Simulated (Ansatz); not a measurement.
Crystal: BaTe.

```
CELL_PARAMETERS angstrom
0.00000 3.41000 3.41000
3.41000 0.00000 3.41000
3.41000 3.41000 0.00000
ATOMIC_POSITIONS crystal
Ba 0.00000 0.00000 0.00000
Te 0.50000 0.50000 0.50000
```

Base run:

| Property | Result |
| --- | --- |
| Program | Ansatz 0.2.0 |
| Functional | PBE0 |
| Potentials or basis | Ansatz PAW |
| Cutoff | 420 eV (not typed: the program's choice for these potentials) |
| k mesh | 6 × 6 × 6 |
| Occupations | fermi-dirac, width 0.05 eV |
| Spin | no spin polarisation |

Its results: band gap on the k mesh 2.74 eV, indirect (least direct gap 3.16 eV); pressure 3.6 GPa.

Task: The run is repeated on the same cell with these changes: functional from PBE0 to HSE06. What comes out?

Result: Band gap on the k mesh 2.10 eV, indirect (least direct gap 2.50 eV); pressure 3.6 GPa.

Caveats: spin-orbit coupling is left out, which moves the levels of the heavy elements; the PAW data sets come from PBE, with cores solved anew for the run's functional, which leaves a small shift of forces and pressure; the thresholds are loose for stress.
